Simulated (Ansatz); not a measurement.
Ga:

```
Ga
1.0
     1.38300   -4.02650    0.00000
     1.38300    4.02650    0.00000
    -0.11745    0.00000    3.32993
Ga
2
Cartesian
  1.2949 2.9716 2.4974
  1.3536 -2.9716 0.8325
```

This isn't the form of Ga at room conditions, which is orthorhombic.

* Program: Ansatz 0.2.0
* Task: relaxation of cell and atoms
* Functional: PBEsol
* Potentials or basis: all-electron LAPW, scalar-relativistic
* Basis error allowed: 0.001 eV/atom
* k mesh: 10 × 10 × 8
* Occupations: fermi-dirac, width 0.05 eV
* Spin: no spin polarisation

At the start: volume 18.54 Å³/atom.

Task: How do energy, volume and symmetry change on relaxing?

Result: Over 8 steps the energy falls by 12.2 meV/atom and the volume is 17.93 Å³/atom (-3.3 %); space group C2/c (No. 15, to 0.05 Å).

The path:
| step | energy change (eV) | largest force (eV/Å) | volume (Å³) |
| --- | --- | --- | --- |
| 1 | 0.0000 | 0.1964 | 37.09 |
| 2 | -0.0176 | 0.0401 | 35.46 |
| 3 | -0.0213 | 0.0077 | 35.65 |
| 4 | -0.0241 | 0.0090 | 35.86 |
| 5 | -0.0244 | 0.0013 | 35.85 |
| 6 | -0.0244 | 0.0013 | 35.85 |
| 7 | -0.0244 | 0.0009 | 35.85 |
| 8 | -0.0244 | 0.0010 | 35.85 |

Final structure:
```
CELL_PARAMETERS angstrom
1.40923 -4.01822 0.01542
1.40923 4.01822 0.01542
-0.08255 0.00000 3.16497
ATOMIC_POSITIONS crystal
Ga 0.13513 0.86487 0.75000
Ga 0.86487 0.13513 0.25000
```
